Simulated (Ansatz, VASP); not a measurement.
One calculation of FeSi2, two programs

```
Fe Si
1.0
     2.65873    0.00000    0.00000
     0.00000    2.65873    0.00000
     0.00000    0.00000    5.08070
Fe Si
1 2
Direct
  0.00000 0.00000 0.00000
  0.50000 0.50000 0.27228
  0.50000 0.50000 0.72772
```

Alike in both runs: functional PBEsol; k mesh 16 × 16 × 8; occupations fermi-dirac, width 0.15 eV; no spin polarisation.

Ansatz relaxed the structure, and its values are those at the end. VASP's run is a single point on that final structure, the one shown.

```csv
,VASP,Ansatz
version,VASP 6.6.1,Ansatz 0.2.0
potentials or method,"VASP PAW PBE potentials, release 64 (Fe, Si)","scalar-relativistic, plane waves, PAW"
plane-wave cutoff (eV),520,420
valence electrons in the cell,16,24
```

|  | VASP | Ansatz | Ansatz less VASP |
| --- | --- | --- | --- |
| gap on the k mesh at the Fermi level (eV) | none | none | - |
| pressure (GPa) | 4.6 | 4.1 | -0.53 |
| rms of the force components (eV/Å) | 0.011 | 0.000 | -0.0105 |

A gap of «none» marks a metal or a gap that the smearing closes. The two sets of potentials don't hold the same shells in valence.

Caveats: the PAW data sets were made with another functional, which shifts forces and pressure a little (VASP). Spin polarisation is off, so any magnetic state and its effect on volume and gap are missing.
